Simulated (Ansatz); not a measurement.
Crystal: Bi.

```
CELL_PARAMETERS angstrom
2.26750 1.30914 3.93800
-2.26750 1.30914 3.93800
0.00000 -2.61828 3.93800
ATOMIC_POSITIONS crystal
Bi 0.76600 0.76600 0.76600
Bi 0.23400 0.23400 0.23400
```

```yaml
Program: Ansatz 0.2.0
Task: relaxation of cell and atoms
Functional: PBEsol
Dispersion: D3(BJ)
Potentials_or_basis: Ansatz PAW
Cutoff: "420 eV (not typed: the program's choice for these potentials)"
k_mesh: 7 × 7 × 7
Occupations: fermi-dirac, width 0.05 eV
Spin: no spin polarisation
```

At the start: volume 35.07 Å³/atom.

Q: How do energy, volume and symmetry change on relaxing?

A: It ends after 6 steps and the volume is 32.55 Å³/atom (-7.2 %); space group R-3m (No. 166, to 0.05 Å).

The path:
| step | energy change (eV) | largest force (eV/Å) | volume (Å³) |
| --- | --- | --- | --- |
| 1 | 0.0000 | 0.1257 | 70.14 |
| 2 | -0.0409 | 0.2042 | 64.56 |
| 3 | -0.0508 | 0.0421 | 65.37 |
| 4 | -0.0535 | 0.0212 | 64.96 |
| 5 | -0.0536 | 0.0038 | 65.10 |
| 6 | -0.0528 | 0.0040 | 65.10 |

Final structure:
```
Bi
1.0
     2.24015    1.29335    3.74511
    -2.24015    1.29335    3.74511
     0.00000   -2.58670    3.74511
Bi
2
Direct
  0.76066 0.76066 0.76066
  0.23934 0.23934 0.23934
```

Caveat: the plane-wave basis is chosen anew once the cell has moved, so the energies of steps on either side of that aren't comparable; the PAW data sets come from PBE, with cores solved anew for the run's functional, which leaves a small shift of forces and pressure.
